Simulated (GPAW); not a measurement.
# zigzag Ru chain, bond 2.823 A: a ladder in the smearing, part 2 of 2

Two starts of zigzag Ru chain, bond 2.823 A are run at each rung of the smearing. Which rung is enough?

GPAW 26.7.0; revPBE; plane waves with GPAW's PAW setups, scalar-relativistic.

So far, largest spin moment in the augmentation sphere (μB): step 2 (rung 1 (width 0.4 eV), start ferro ++) 1.94; step 4 (smearing width 0.2 eV) 2.47; step 5 (antiferromagnetic, smearing width 0.2 eV, start moments [1.5 …) 1.94; step 6 (smearing width 0.1 eV) 2.58; step 7 (antiferromagnetic, smearing width 0.1 eV, start moments [1.5 …) 1.99.

## (8) Rung 4 (width 0.05 eV), start ferro ++

order1.py reads:

```python
import json
import numpy as np
from ase import Atoms
from ase.parallel import paropen, parprint
from gpaw import GPAW

atoms = Atoms(['Ru', 'Ru'],
    cell=[[12.0, 0.0, 0.0],
         [0.0, 12.0, 0.0],
         [0.0, 0.0, 3.3876]],
    scaled_positions=[[0.4059, 0.5, 0.0],
         [0.5941, 0.5, 0.5]],
    pbc=True,
    magmoms=[1.5, 1.5])
atoms.calc = GPAW(mode={'name': 'pw', 'ecut': 550},
    xc='revPBE',
    kpts={'size': (1, 1, 8), 'gamma': True},
    occupations={'name': 'fermi-dirac', 'width': 0.05},
    convergence={'density': 1e-05, 'energy': 1e-05},
    maxiter=200,
    symmetry={'tolerance': 1e-4},
    txt='order1.txt')
e = atoms.get_potential_energy(force_consistent=True)
res = {'free_energy': e, 'energy_sigma0': atoms.get_potential_energy(), 'fermi_energy': atoms.calc.get_fermi_level()}
res['moments'] = atoms.get_magnetic_moments().tolist()
res['total'] = atoms.get_magnetic_moment()
parprint('site moments (muB):', np.round(res['moments'], 3))
parprint(f"total moment: {res['total']:.3f} muB")
parprint(f'free energy: {e:.6f} eV')
atoms.calc.write('order1.gpw')
with paropen('results.json', 'w') as f:
    json.dump(res, f)
```

Launch:

```sh
OMP_NUM_THREADS=1 python3 order1.py > order1.log
```

What it wrote:

```text
site moments (muB): [2.594 2.595]
total moment: 6.131 muB
free energy: -10.077378 eV

--- order1.txt ---
Input parameters:
  mode=PW(ecut=550),
  convergence={'density': 1e-05, 'energy': 1e-05},
  kpts=MonkhorstPack(size=(1, 1, 8), gamma=True),
  maxiter=200,
  occupations=Occupations(name='fermi-dirac', width=0.05),
  symmetry=Symmetry(tolerance=0.0001),
  xc=XC(name='revPBE')

Diagonalizing LCAO Hamiltonian
[...]
|         11 |        -5.320 |     1.000 |        -3.775 |     1.000 |
|         12 |        -5.108 |     1.000 |        -3.162 |     0.984 |
[...]
|         21 |        -0.624 |     0.000 |        -0.111 |     0.000 |
|         22 |         0.761 |     0.000 |         0.932 |     0.000 |
|         23 |         0.765 |     0.000 |         1.379 |     0.000 |
|         24 |         1.512 |     0.000 |         1.803 |     0.000 |

No gap
No difference between direct/indirect transitions


[key lines of the parts left out:]
Free energy:     -10.077378
Converged in 18 steps
dipole moment: (0.000005, 0.000002, -11.613411)  # |e|*Ang
Fermi level: -2.955
```

Run time: 1.8 min. Hardware: 1 MPI rank of Intel Xeon Platinum 8259CL at 2.50GHz (Skylake/Cascade Lake), shared host; peak memory 0.46 GiB.

This step gave:

- magnetization: 6.130 μB
- final state: ferromagnetic
- largest moment: 2.595 μB

The largest moment moves by +0.02 μB from rung 3, at 1.0 times its CPU time.

## (9) Rung 4 (width 0.05 eV), start antiferro +-

order2.py reads:

```python
import json
import numpy as np
from ase import Atoms
from ase.parallel import paropen, parprint
from gpaw import GPAW

atoms = Atoms(['Ru', 'Ru'],
    cell=[[12.0, 0.0, 0.0],
         [0.0, 12.0, 0.0],
         [0.0, 0.0, 3.3876]],
    scaled_positions=[[0.4059, 0.5, 0.0],
         [0.5941, 0.5, 0.5]],
    pbc=True,
    magmoms=[1.5, -1.5])
atoms.calc = GPAW(mode={'name': 'pw', 'ecut': 550},
    xc='revPBE',
    kpts={'size': (1, 1, 8), 'gamma': True},
    occupations={'name': 'fermi-dirac', 'width': 0.05},
    convergence={'density': 1e-05, 'energy': 1e-05},
    maxiter=200,
    symmetry={'tolerance': 1e-4},
    txt='order2.txt')
e = atoms.get_potential_energy(force_consistent=True)
res = {'free_energy': e, 'energy_sigma0': atoms.get_potential_energy(), 'fermi_energy': atoms.calc.get_fermi_level()}
res['moments'] = atoms.get_magnetic_moments().tolist()
res['total'] = atoms.get_magnetic_moment()
parprint('site moments (muB):', np.round(res['moments'], 3))
parprint(f"total moment: {res['total']:.3f} muB")
parprint(f'free energy: {e:.6f} eV')
atoms.calc.write('order2.gpw')
with paropen('results.json', 'w') as f:
    json.dump(res, f)
```

Launch:

```sh
OMP_NUM_THREADS=1 python3 order2.py > order2.log
```

What it wrote:

```text
site moments (muB): [ 1.97  -1.969]
total moment: 0.000 muB
free energy: -9.409235 eV

--- order2.txt ---
Input parameters:
  mode=PW(ecut=550),
  convergence={'density': 1e-05, 'energy': 1e-05},
  kpts=MonkhorstPack(size=(1, 1, 8), gamma=True),
  maxiter=200,
  occupations=Occupations(name='fermi-dirac', width=0.05),
  symmetry=Symmetry(tolerance=0.0001),
  xc=XC(name='revPBE')

Diagonalizing LCAO Hamiltonian
[...]
|         20 |        -0.961 |     0.000 |        -0.960 |     0.000 |
|         21 |        -0.338 |     0.000 |        -0.338 |     0.000 |
|         22 |         0.878 |     0.000 |         0.878 |     0.000 |
|         23 |         1.130 |     0.000 |         1.131 |     0.000 |

Gap: 0.099 eV
Transition (v -> c):
  (s=1, k=3, n=15, [0.00, 0.00, 0.38]) -> (s=0, k=3, n=16, [0.00, 0.00, 0.38])
No difference between direct/indirect transitions


[key lines of the parts left out:]
Free energy:      -9.409235
Converged in 26 steps
dipole moment: (-0.000015, 0.000002, -11.597043)  # |e|*Ang
Fermi level: -2.850
```

Elapsed: 2.4 min, on 1 MPI rank; peak memory 0.46 GiB.

Numbers from this step:

| Item | Value |
| --- | --- |
| magnetization | 0 μB |
| final state | antiferromagnetic |
| largest moment | 1.970 μB |

This start lies +334.1 meV a seeded atom from the first, a change of +24.3 meV since rung 3; its largest moment is 1.97 μB.

## (10) Rung 5 (width 0.02 eV), start ferro ++

order1.py is the script of step 8 with these lines changed:

```diff
@@ -17,3 +17,3 @@
     kpts={'size': (1, 1, 8), 'gamma': True},
-    occupations={'name': 'fermi-dirac', 'width': 0.05},
+    occupations={'name': 'fermi-dirac', 'width': 0.02},
     convergence={'density': 1e-05, 'energy': 1e-05},
```

Launch:

```sh
OMP_NUM_THREADS=1 python3 order1.py > order1.log
```

What it wrote:

```text
site moments (muB): [2.599 2.599]
total moment: 6.158 muB
free energy: -10.064100 eV

--- order1.txt ---
Input parameters:
  mode=PW(ecut=550),
  convergence={'density': 1e-05, 'energy': 1e-05},
  kpts=MonkhorstPack(size=(1, 1, 8), gamma=True),
  maxiter=200,
  occupations=Occupations(name='fermi-dirac', width=0.02),
  symmetry=Symmetry(tolerance=0.0001),
  xc=XC(name='revPBE')

Diagonalizing LCAO Hamiltonian
[...]
|         11 |        -5.336 |     1.000 |        -3.781 |     1.000 |
|         12 |        -5.117 |     1.000 |        -3.159 |     1.000 |
[...]
|         21 |        -0.631 |     0.000 |        -0.105 |     0.000 |
|         22 |         0.757 |     0.000 |         0.934 |     0.000 |
|         23 |         0.762 |     0.000 |         1.381 |     0.000 |
|         24 |         1.509 |     0.000 |         1.807 |     0.000 |

No gap
No difference between direct/indirect transitions


[key lines of the parts left out:]
Free energy:     -10.064100
Converged in 19 steps
dipole moment: (0.000010, 0.000002, -11.613805)  # |e|*Ang
Fermi level: -2.933
```

The job ended after 1.9 min (1 MPI rank; peak memory 0.46 GiB).

Numbers from this step:

| Item | Value |
| --- | --- |
| magnetization | 6.158 μB |
| final state | ferromagnetic |
| largest moment | 2.599 μB |

The largest moment is that of rung 4, at 1.0 times its CPU time.

## (11) Rung 5 (width 0.02 eV), start antiferro +-

order2.py is the script of step 9 with these lines changed:

```diff
@@ -17,3 +17,3 @@
     kpts={'size': (1, 1, 8), 'gamma': True},
-    occupations={'name': 'fermi-dirac', 'width': 0.05},
+    occupations={'name': 'fermi-dirac', 'width': 0.02},
     convergence={'density': 1e-05, 'energy': 1e-05},
```

Launch:

```sh
OMP_NUM_THREADS=1 python3 order2.py > order2.log
```

What it wrote:

```text
site moments (muB): [ 1.957 -1.958]
total moment: -0.002 muB
free energy: -9.385192 eV

--- order2.txt ---
Input parameters:
  mode=PW(ecut=550),
  convergence={'density': 1e-05, 'energy': 1e-05},
  kpts=MonkhorstPack(size=(1, 1, 8), gamma=True),
  maxiter=200,
  occupations=Occupations(name='fermi-dirac', width=0.02),
  symmetry=Symmetry(tolerance=0.0001),
  xc=XC(name='revPBE')

Diagonalizing LCAO Hamiltonian
[...]
|         20 |        -0.948 |     0.000 |        -0.948 |     0.000 |
|         21 |        -0.336 |     0.000 |        -0.337 |     0.000 |
|         22 |         0.882 |     0.000 |         0.881 |     0.000 |
|         23 |         1.138 |     0.000 |         1.137 |     0.000 |

Gap: 0.076 eV
Transition (v -> c):
  (s=0, k=3, n=15, [0.00, 0.00, 0.38]) -> (s=1, k=3, n=16, [0.00, 0.00, 0.38])
No difference between direct/indirect transitions


[key lines of the parts left out:]
Free energy:      -9.385192
Converged in 21 steps
dipole moment: (0.000046, 0.000002, -11.594001)  # |e|*Ang
Fermi level: -2.816
```

It took 2 min on 1 MPI rank; peak memory 0.46 GiB.

Read from the output:

```
magnetization  : 0 μB
final state    : antiferromagnetic
largest moment : 1.958 μB
```

This start lies +339.5 meV a seeded atom from the first, a change of +5.4 meV since rung 4; its largest moment is 1.96 μB.

## (12) Side by side

Ladder, by row:

```tsv
rung	smearing (eV)	state from the first start	state from the second start	second less first (meV a seeded atom)	moment, first (μB)	moment, second (μB)	CPU time (s)
1	0.4	ferromagnetic	antiferromagnetic	39.8	1.936	1.593	220.3
2	0.2	ferromagnetic	antiferromagnetic	219.9	2.47	1.937	209.4
3	0.1	ferromagnetic	antiferromagnetic	309.8	2.579	1.99	221.7
4	0.05	ferromagnetic	antiferromagnetic	334.1	2.595	1.97	249.3
5	0.02	ferromagnetic	antiferromagnetic	339.5	2.599	1.958	231.4
```

## (13) Outcome

```yaml
range_of_the_moment_in_the_table_first_start: 1.94 to 2.60 μB
range_of_cpu_time: 3.5 min to 4.2 min
range_of_the_energy_difference: 39.8 to 339 meV a seeded atom
first_rung_from_which_all_stay_within_17_mev_of_the_last: 4
```

From rung 4 on the result stays within 5.4 meV of the last rung, inside the margin of 17 meV set for it, at 108 % of the last rung's cost. The first start ends lower on every rung of the table; whether functional and cell give the true order is another question. The mesh stays the same, and a narrow smearing needs a finer one, so the last rung is no sure reference.

[Logs and program files are shortened in this print: banners, set-up blocks, solver, clock and traceback lines can be left out without a mark of their own.]

[Logs are printed without paths, hosts, clocks, repeated set-up lines and the standing remarks that a program may print on its own settings, such as how far it seeks lower states.]

[Hosts, paths, dates, database ids (printed as entryN), source tags and the programs' standing remarks are cut or masked in the printed files.]

[Where a cell is said to come from a database of computed structures, the database is the Materials Project.]
